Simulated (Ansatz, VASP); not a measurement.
Two plane-wave programs on AlN

```
Al N
1.0
     0.00000    1.97348    2.06504
     1.97348    0.00000    2.06504
     1.97348    1.97348    0.00000
Al N
1 1
Direct
  0.50000 0.50000 0.50000
  0.00000 0.00000 0.00000
```

Change from the starting cell: strain -0.030 along x and y, +0.015 along z, atoms carried along.

Alike in both runs: task single point; functional PBE; k mesh 10 × 10 × 10; occupations gaussian, width 0.05 eV; no spin polarisation.

|  | VASP | Ansatz |
| --- | --- | --- |
| version | VASP 6.6.1 | Ansatz 0.2.0 |
| potentials or method | VASP PAW PBE potentials, release 64 (Al, N) | scalar-relativistic, plane waves, PAW |
| plane-wave cutoff (eV) | 520 | 420 |
| valence electrons in the cell | 8 | 8 |

VASP gave:

```
gap on the k mesh at the Fermi level (eV)       : 4.55
least direct gap on the mesh (eV)               : 5.84
pressure (GPa)                                  : 13.8
largest component of the traceless stress (GPa) : 9.64
```

Q: Estimate Ansatz's values.

A: gap on the k mesh at the Fermi level (eV): 4.58; least direct gap on the mesh (eV): 5.82; pressure (GPa): 14.1; largest component of the traceless stress (GPa): 9.67.

The functional is the same, so the differences come from potentials, cutoffs and numerics.

A k mesh can miss the band edges.
